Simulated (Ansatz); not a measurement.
Crystal: TiSe.

```xyz
4
Lattice="4.1784 0.0000 0.0000 0.0000 4.1784 0.0000 0.0000 0.0000 5.9844" Properties=species:S:1:pos:R:3 pbc="T T T"
Se    0.0000    2.0892    4.5515
Se    2.0892    0.0000    1.4329
Ti    0.0000    0.0000    0.0000
Ti    2.0892    2.0892    0.0000
```

The cell comes from a database or a generator and needn't be the stable form of this composition.

Base run:

```yaml
Program: Ansatz 0.2.0
Functional: PBEsol
Potentials_or_basis: Ansatz PAW
Cutoff: 420 eV
Density_cutoff: 1680 eV
k_mesh: 7 × 7 × 5
Occupations: fermi-dirac, width 0.05 eV
Spin: no spin polarisation
```

Its results: band gap on the k mesh none (metal or under the smearing width); pressure -2.8 GPa; largest force 0.344 eV/Å.

Question: After a change of settings the same cell gave: band gap on the k mesh none (metal or under the smearing width); pressure -4.9 GPa; largest force 0.631 eV/Å. Which change was it?
A. functional from PBEsol to LDA
B. occupations from fermi-dirac, width 0.05 eV to gaussian, width 0.05 eV
C. spin from no spin polarisation to spin-orbit coupling, no magnetisation; potential files from those of the base run to others of the same set
D. functional from PBEsol to r2SCAN; cutoff from 420 eV to 500 eV; density cutoff from 1680 eV to 2000 eV

Answer: A.

LDA binds more tightly than PBEsol, so the same cell stands under less pressure.

Caveats: the PAW data sets come from PBE, with cores solved anew for the run's functional, which leaves a small shift of forces and pressure; this functional lacks dispersion, which binds the layers, so the pressure and a relaxed spacing across them are unreliable (some runs).

Not every run made on this cell is shown here.
